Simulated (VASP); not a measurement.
# ZnSe (F-43m) in VASP: notebook, part 2 of 2

VASP 6.6.1. The steps go on from the part before.

## Step 3: Born charges and dielectric tensor, PBE

File INCAR:

```
ALGO = Normal
EDIFF = 1E-8
ENCUT = 350
GGA = PE
IBRION = 8
ISIF = 2
ISMEAR = 0
LASPH = T
LCHARG = F
LEPSILON = T
LREAL = F
LWAVE = F
NELM = 80
NSW = 1
PREC = Accurate
SIGMA = 0.02
```

File KPOINTS:

```
k-points
0
Gamma
  10 10 10
```

File POSCAR:

```
ZnSe                                    
1.0
   -0.0000000000      2.8664952140      2.8664952140
    2.8664952140      0.0000000000      2.8664952140
    2.8664952140      2.8664952140      0.0000000000
  Zn              Se            
     1     1
Direct
     1.0000000000000000    1.0000000000000000    0.0000000000000000
     0.2500000000000000    0.2500000000000000    0.2500000000000000
```

Potentials or basis: VASP PAW PBE potentials, release 64 (Zn, Se).

Launch:

```sh
cat potpaw_PBE.64/Zn/POTCAR potpaw_PBE.64/Se/POTCAR > POTCAR
mpirun -np 1 vasp_std > vasp.out
```

OUTCAR:

```text
EDIFF = 1E-8
   ENCUT = 350
   GGA = PE
   IBRION = 8
   ISIF = 2
   ISMEAR = 0
   LASPH = T
   LEPSILON = T
   LREAL = F
   NELM = 80
   NSW = 1
   PREC = Accurate

 ion  position               nearest neighbor table
   1  0.000  0.000  0.000-   2 2.48   2 2.48   2 2.48   2 2.48
   2  0.250  0.250  0.250-   1 2.48   1 2.48   1 2.48   1 2.48

  LATTYP: Found a face centered cubic cell.
 ALAT       =     5.7329904280

  Lattice vectors:

 A1 = (   0.0000000000,   2.8664952140,   2.8664952140)
 A2 = (   2.8664952140,   0.0000000000,   2.8664952140)
 A3 = (   2.8664952140,   2.8664952140,   0.0000000000)

Analysis of symmetry for initial positions (statically):
=====================================================================
 Subroutine PRICEL returns:
 Original cell was already a primitive cell.

 Routine SETGRP: Setting up the symmetry group for a
 face centered cubic supercell.

 Subroutine GETGRP returns: Found 24 space group operations
 (whereof 24 operations were pure point group operations)
 out of a pool of 48 trial point group operations.

The static configuration has the point symmetry T_d .

Analysis of symmetry for dynamics (positions and initial velocities):
=====================================================================
 Subroutine PRICEL returns:
 Original cell was already a primitive cell.

 Routine SETGRP: Setting up the symmetry group for a
 face centered cubic supercell.

 Subroutine GETGRP returns: Found 24 space group operations
 (whereof 24 operations were pure point group operations)
 out of a pool of 48 trial point group operations.

The dynamic configuration has the point symmetry T_d .

 Subroutine INISYM returns: Found 24 space group operations
 (whereof 24 operations are pure point group operations),
 and found     1 'primitive' translations

----------------------------------------------------------------------------------------

                                     Primitive cell

  volume of cell :      47.1068

  direct lattice vectors                    reciprocal lattice vectors
     0.000000000  2.866495214  2.866495214    -0.174429037  0.174429037  0.174429037
     2.866495214  0.000000000  2.866495214     0.174429037 -0.174429037  0.174429037
     2.866495214  2.866495214  0.000000000     0.174429037  0.174429037 -0.174429037

  length of vectors
     4.053836408  4.053836408  4.053836408     0.302119955  0.302119955  0.302119955

  position of ions in fractional coordinates (direct lattice)
[... 577 lines left out ...]
 -----------------------------------------------------------------------------
    -0.00024 -0.71570  0.00000
    -0.71570 -0.00024  0.00000
     0.00000  0.00000 -0.00029

--------------------------------------- Ionic step        4  -------------------------------------------

------------------------ aborting loop because EDIFF is reached ----------------------------------------

[... ionic steps 5 to 6 ...]

--------------------------------------- Ionic step        7  -------------------------------------------

 Free energy of the ion-electron system (eV)
  ---------------------------------------------------
  ---------------------------------------------------
  free energy    TOTEN  =        -0.08264852 eV

  energy without entropy =       -0.08264852

------------------------ aborting loop because EDIFF is reached ----------------------------------------

 INTERNAL STRAIN TENSOR  FOR ION    2  DIRECTION 1   (eV/Angst):
 -----------------------------------------------------------------------------
     0.00735  0.00000  0.00000
     0.00000  0.00068 -4.49880
     0.00000 -4.49880  0.00068

 MACROSCOPIC STATIC DIELECTRIC TENSOR (including local field effects in DFT)
 ------------------------------------------------------
           7.622768    -0.000000    -0.000000
           0.000000     7.622768     0.000000
           0.000000     0.000000     7.622768
 ------------------------------------------------------

 PIEZOELECTRIC TENSOR (including local field effects)  for field in x, y, z        (e  Angst)
          XX          YY          ZZ          XY          YZ          ZX
  --------------------------------------------------------------------------------
  x     0.00000     0.00000     0.00000     0.00000    -2.11541     0.00000
  y     0.00000     0.00000     0.00000     0.00000     0.00000    -2.11541
  z     0.00000     0.00000     0.00000    -2.11541     0.00000     0.00000

 PIEZOELECTRIC TENSOR (including local field effects)  for field in x, y, z        (C/m^2)
          XX          YY          ZZ          XY          YZ          ZX
  --------------------------------------------------------------------------------
  x     0.00000     0.00000     0.00000     0.00000    -0.71949     0.00000
  y     0.00000     0.00000     0.00000     0.00000     0.00000    -0.71949
  z     0.00000     0.00000     0.00000    -0.71949     0.00000     0.00000

 BORN EFFECTIVE CHARGES (including local field effects) (in |e|, cummulative output)
 ---------------------------------------------------------------------------------
 ion    1
    1     2.11774     0.00000    -0.00000
    2     0.00000     2.11774     0.00000
    3     0.00000     0.00000     2.11774
 ion    2
    1    -2.11774     0.00000     0.00000
    2     0.00000    -2.11774     0.00000
    3    -0.00000    -0.00000    -2.11774

 INTERNAL STRAIN TENSOR FOR ION    2 for displacements in x,y,z  (eV/Angst):
          X           Y           Z          XY          YZ          ZX
  --------------------------------------------------------------------------------
  x     0.00000     0.00000     0.00000     0.00000    -4.49880     0.00000
  y    -0.00000     0.00000    -0.00000     0.00000     0.00000    -4.49880
  z     0.00000     0.00000     0.00000    -4.49880     0.00000     0.00000

 SECOND DERIVATIVES (NOT SYMMETRIZED)
 ------------------------------------
               1X          1Y          1Z          2X          2Y          2Z
  1X    -5.092312    0.000000    0.000000    5.092312    0.000000    0.000000
  1Y     0.000000   -5.092312    0.000000    0.000000    5.092312    0.000000
  1Z     0.000000    0.000000   -5.092312    0.000000    0.000000    5.092312
  2X     5.048021    0.000000    0.000000   -5.048021    0.000000    0.000000
  2Y     0.000000    5.048021    0.000000    0.000000   -5.048021    0.000000
  2Z     0.000000    0.000000    5.048021    0.000000    0.000000   -5.048021

 Eigenvectors and eigenvalues of the dynamical matrix
 ----------------------------------------------------

   1 f  =    5.887097 THz    36.989718 2PiTHz  196.372403 cm-1    24.347064 meV
             X         Y         Z           dx          dy          dz
      0.000000  0.000000  0.000000     0.741058   -0.000000    0.000000
      1.433248  1.433248  1.433248    -0.671441    0.000000    0.000000
[... 21 lines left out ...]
   6 f/i=    0.012795 THz     0.080391 2PiTHz    0.426780 cm-1     0.052914 meV
             X         Y         Z           dx          dy          dz
      0.000000  0.000000  0.000000    -0.357340    0.344307   -0.452321
      1.433248  1.433248  1.433248    -0.394390    0.380006   -0.499219

--------------------------------------------------------------------------------------------------------

 MACROSCOPIC STATIC DIELECTRIC TENSOR IONIC CONTRIBUTION
 ------------------------------------------------------
           3.397814     0.000000     0.000000
           0.000000     3.397814     0.000000
           0.000000     0.000000     3.397814
 ------------------------------------------------------

 ELASTIC MODULI CONTR FROM IONIC RELAXATION (kBar)
 Direction    XX          YY          ZZ          XY          YZ          ZX
 --------------------------------------------------------------------------------
 XX          -0.0000     -0.0000     -0.0000      0.0000      0.0000     -0.0000
 YY          -0.0000     -0.0000     -0.0000      0.0000      0.0000     -0.0000
 ZZ          -0.0000     -0.0000     -0.0000      0.0000      0.0000     -0.0000
 XY           0.0000      0.0000      0.0000   -136.2022      0.0000      0.0000
 YZ           0.0000      0.0000      0.0000      0.0000   -136.2022      0.0000
 ZX          -0.0000     -0.0000     -0.0000      0.0000      0.0000   -136.2022
 --------------------------------------------------------------------------------

 PIEZOELECTRIC TENSOR IONIC CONTR  for field in x, y, z        (C/m^2)
          XX          YY          ZZ          XY          YZ          ZX
  --------------------------------------------------------------------------------
  x    -0.00000    -0.00000    -0.00000    -0.00000     0.64012     0.00000
  y     0.00000     0.00000     0.00000     0.00000     0.00000     0.64012
  z    -0.00000    -0.00000    -0.00000     0.64012     0.00000     0.00000
```

It took 10 min on 1 thread of Intel Xeon Platinum 8488C (Sapphire Rapids), shared host; peak memory 0.3 GiB.

Results:

| Quantity | Value |
| --- | --- |
| Band gap on the k mesh | 1.15 eV, direct |
| Electronic dielectric tensor (diagonal) | 7.62 |
| Born charges (mean of the diagonal) | Zn +2.12; Se -2.12 e |
| Highest phonon frequency at Γ, LO-TO splitting left out | 196 cm⁻¹ |

Levels at points of the mesh, in eV from the valence-band top:
```
           k point  band 6  band 7  band 8  band 9  band 10  band 11  band 12  band 13
(0.00, 0.00, 0.00)   -6.07    0.00    0.00    0.00     1.15     5.81     5.81     5.81
(0.50, 0.00, 0.00)   -5.93   -5.01   -0.82   -0.82     2.48     6.38     6.38     8.48
(0.50, 0.50, 0.00)   -5.91   -4.60   -2.07   -2.07     3.06     3.45    10.49    11.01
```

Phonon frequencies in cm⁻¹ (negative: imaginary):
```tsv
q point	frequencies
(0.000, 0.000, 0.000)	0 0 0 196 196 196
```

Electronic dielectric tensor:
```
7.62 0.00 0.00
0.00 7.62 0.00
0.00 0.00 7.62
```

Born effective charge tensors (e):
atom 1, Zn
```
2.12 0.00 0.00
0.00 2.12 0.00
0.00 0.00 2.12
```
atom 2, Se
```
-2.12  0.00  0.00
 0.00 -2.12  0.00
 0.00  0.00 -2.12
```

## Step 4: Against experiment

Step 2. A measured gap of ZnSe is 2.695 eV (an exciton energy, a little under the gap; 300 K; “Alloy Disordering Effects on the Thermal Conductivity and Energy Gap Temperature Dependence of Cd1−xZnxSe Ternary Crystals Grown by the Bridgman Method”, 2023, pmc:10253836); the calculated 1.15 eV misses it by -1.54 eV. So large a miss can be the level of theory's own, or it may mean another phase, state or a wrong row. Spin-orbit coupling on Se is left out. The value is that of PBE, without temperature or zero-point motion. Semilocal functionals fall short of measured gaps as a rule.

Step 3. A measured gap of ZnSe is 2.695 eV (an exciton energy, a little under the gap; 300 K; “Alloy Disordering Effects on the Thermal Conductivity and Energy Gap Temperature Dependence of Cd1−xZnxSe Ternary Crystals Grown by the Bridgman Method”, 2023, pmc:10253836); the calculated 1.15 eV misses it by -1.54 eV. So large a miss can be the level of theory's own, or it may mean another phase, state or a wrong row. Spin-orbit coupling on Se is left out. The value is that of PBE, without temperature or zero-point motion. Semilocal functionals fall short of measured gaps as a rule. A measured high-frequency dielectric constant of ZnSe is 5.9 (a printed reference work, textbook); the calculated 7.62 misses it by +29.2 %.
